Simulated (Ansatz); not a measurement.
# Co under changes of volume

One of the cells (10.640 Å³/atom); the others are scaled copies at fixed shape and fractional positions:

```
Co
1.0
     2.47200    0.00000    0.00000
    -1.23600    2.14081    0.00000
     0.00000    0.00000    4.02114
Co
2
Cartesian
  1.2360 0.7136 3.0159
  0.0000 1.4272 1.0053
```

| Item | Value |
| --- | --- |
| Program | Ansatz 0.2.0 |
| Functional | PBE0 |
| Potentials or basis | Ansatz PAW |
| Cutoff | 420 eV (not typed: the program's choice for these potentials) |
| k mesh | 8 × 8 × 4 |
| Occupations | fermi-dirac, width 0.05 eV |
| Spin | collinear spin, ferromagnetic start |
| Starting moments | [2.0, 2.0] μB |

```tsv
volume (Å³/atom)	energy over the lowest point (meV/atom)	pressure (GPa)	moment (μB per cell)
10.002	37.50	16.2	3.47
10.215	13.28	11.0	3.56
10.427	?	?	?
10.640	0.00	0.1	3.56
10.853	1.25	-4.2	3.56
11.066	9.52	-8.2	3.56
11.279	17.67	-10.2	3.70
```

Task: What does the run at 10.427 Å³/atom give?

Result: Energy over the lowest point 2.46 meV/atom; pressure 5.4 GPa; moment 3.56 μB per cell.

Worked out: A Birch-Murnaghan fit of order 3 (a polynomial in V^(-2/3)) to the other rows has its minimum at 10.62 Å³/atom with B0 = V·E''(V) = 233 GPa (rough, since the energies scatter) at fixed shape and positions, which overstates the stiffness. It gives 2.03 meV/atom at 10.427 Å³/atom, against the run's 2.46, and -dE/dV = 5.1 GPa, against 5.4. The moment follows no smooth curve through the other rows.

Energies are extrapolated to zero smearing.

Caveats: all runs use coarse meshes; the magnetic or orbital state may not be the lowest; the PAW data sets come from PBE, with cores solved anew for the run's functional, which leaves a small shift of forces and pressure; the thresholds are loose for stress.
